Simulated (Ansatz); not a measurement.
**How far is PAW off for H?**

```
H
1.0
    -1.66867    1.66867    2.03065
     1.66867   -1.66867    2.03065
     1.66867    1.66867   -2.03065
H
2
Direct
  0.90986 0.90986 0.00000
  0.09014 0.09014 0.00000
```

Atom numbers follow the list: H1, H2.

The cell is the one relaxed in the Materials Project (mp-632291), not relaxed further here; entries there can be hypothetical. The listed cell was then made from it by scaling, straining or moving an atom.

Methods: DFT, PBE, PAW with Ansatz's default frozen-core files, scalar-relativistic (Ansatz 0.2.0); DFT, PBE, all-electron LAPW, scalar-relativistic (Ansatz 0.2.0).

For PAW: a Γ-centred 12×12×12 k mesh, Fermi–Dirac smearing of 0.01 eV, cutoff 420 eV, no spin polarisation. LAPW targets a basis error of 0.5 meV/atom. The Ansatz runs share mesh, smearing and spin set-up. Plane-wave (PAW) pressures include the program's estimate of the Pulay term.

Stress and pressure are positive in compression.

The cell's volume is scaled by 0.96.

| quantity | PAW | LAPW |
| --- | --- | --- |
| pressure (GPa) | 1.60 | 1.58 |
| stress xx (GPa) | 0.46 | 0.45 |
| stress zz (GPa) | 3.88 | 3.82 |
| force on H1, z (eV/Å) | -0.647 | -0.636 |
| band gap (eV) | 8.977 | 8.975 |

PAW's pressure differs from the LAPW value by +0.03 GPa.
